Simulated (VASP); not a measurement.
Runs of VASP 6.6.1 on Si. It takes space group P6/mmm (No. 191, hexagonal). The conventional cell has a = 2.621 Å, b = 2.621 Å, c = 2.466 Å, α = 90.00°, β = 90.00°, γ = 120.00°. Si (site symmetry 6/mmm) is surrounded by 8 Si at 2.47 to 2.62 Å. This isn't the form of Si at room conditions, which is diamond.

```csv
task,level,potentials or basis,cell,cutoff (eV),gap on the mesh (eV),pressure (GPa),relaxed volume (Å³/atom)
band structure,PW91,"VASP PAW PBE potentials, release 64 (Si)",as given,520,-,(b),-
relaxation of cell and atoms,PBE,"VASP PAW PBE potentials, release 54 (Si)",relaxed,580,none,0.1,15.03
relaxation of cell and atoms,AM05,"VASP PAW PBE potentials, release 64 (Si)",relaxed,600,none,0.0,14.55
relaxation of cell and atoms,revPBE,"VASP PAW PBE potentials, release 64 (Si)",relaxed,600,none,0.0,15.16
relaxation of cell and atoms,PBE,"VASP PAW PBE potentials, release 54 (Si)",relaxed,600,none,0.1,15.03
relaxation of cell and atoms,PW91,"VASP PAW PBE potentials, release 64 (Si)",relaxed,600,none,0.0,(a)
band structure,PBE,"VASP PAW PBE potentials, release 54 (Si)",as given,500,-,3.0,-
```

Alike in all rows: no spin polarisation; k mesh 12 × 12 × 11; smearing fermi-dirac 0.05 eV.

**Question.** Estimate the missing entries.

**Answer.** (a) 15.18; (b) 4.0.

Caveats: the PAW data sets were made with another functional, which shifts forces and pressure a little (some runs).

A gap of «none» marks a metal or a gap under the smearing width.
